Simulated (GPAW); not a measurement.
Bi in GPAW: convergence with k mesh

Input of the first run (k mesh 2 × 2 × 2); the others differ in this setting and in those tied to it:

Contents of run.py:

```python
from ase import Atoms
from ase.dft.bandgap import bandgap
from ase.io import write
from ase.units import GPa
from gpaw import GPAW, PW

atoms = Atoms(['Bi', 'Bi'],
              cell=[[2.2675, 1.3091417354, 3.938],
                    [-2.2675, 1.3091417354, 3.938],
                    [0.0, -2.6182834708, 3.938]],
              scaled_positions=[[0.766, 0.766, 0.766],
                                [0.234, 0.234, 0.234]],
              pbc=True)

calc = GPAW(mode=PW(600),
            xc='PBE',
            kpts={'size': (2, 2, 2), 'gamma': True},
            occupations={'name': 'fermi-dirac', 'width': 0.05},
            nbands=25,
            convergence={'density': 1e-05, 'energy': 1e-05},
            maxiter=100,
            txt='gpaw.txt')
atoms.calc = calc
energy = atoms.get_potential_energy()
forces = atoms.get_forces()
stress = atoms.get_stress()
calc.write('gs.gpw')
write('result.traj', atoms)
print(f'Energy: {energy:.6f} eV')
print('Forces (eV/A):')
print(forces.round(4))
print('Stress (GPa):', (stress / GPa).round(3))
print('Fermi level:', round(calc.get_fermi_level(), 4), 'eV')
print(f'Gap: {bandgap(calc)[0]:.4f} eV, direct: {bandgap(calc, direct=True)[0]:.4f} eV')
```

Potentials or basis: GPAW PAW data sets (gpaw-data 1.2.1), pw.

The run is started by

```console
$ OMP_NUM_THREADS=1 python run.py
```

Hardware: 1 thread of Arm Neoverse V1, on a shared host.

**Question.** The values tried are 2 × 2 × 2, 3 × 3 × 3, 4 × 4 × 4, 5 × 5 × 5, 6 × 6 × 6, 7 × 7 × 7, 8 × 8 × 8, 10 × 10 × 10, loosest first. From which on does the pressure stay within 0.1 GPa of the tightest run that finished?

**Answer.** From 6 × 6 × 6 on.

```tsv
k mesh	energy less the tightest run, at zero smearing (meV/atom)	pressure (GPa)	largest force (eV/Å)	SCF cycles	CPU time (s)	peak memory (GiB)
2 × 2 × 2	865.06	7.95	2.489	9	6.3	0.15
3 × 3 × 3	-76.64	1.83	0.008	9	8.8	0.15
4 × 4 × 4	-26.63	1.88	0.043	9	16	0.16
5 × 5 × 5	-20.83	1.87	0.072	9	22	0.17
6 × 6 × 6	-9.95	2.07	0.112	9	35	0.19
7 × 7 × 7	-9.83	2.01	0.193	9	48	0.2
8 × 8 × 8	-2.77	2.08	0.175	9	70	0.23
10 × 10 × 10	0.00	2.10	0.210	9	120	0.3
```

Not settled before the last step: the energy (to 1 meV/atom), the largest force (to 0.005 eV/Å). Meshes of other sizes hit other points, so gaps and Fermi surfaces needn't settle smoothly. The tightest run that finished is the yardstick and may itself not be fully converged.

Caveat, for the tightest run too: spin-orbit coupling is left out, which moves the levels of the heavy elements.
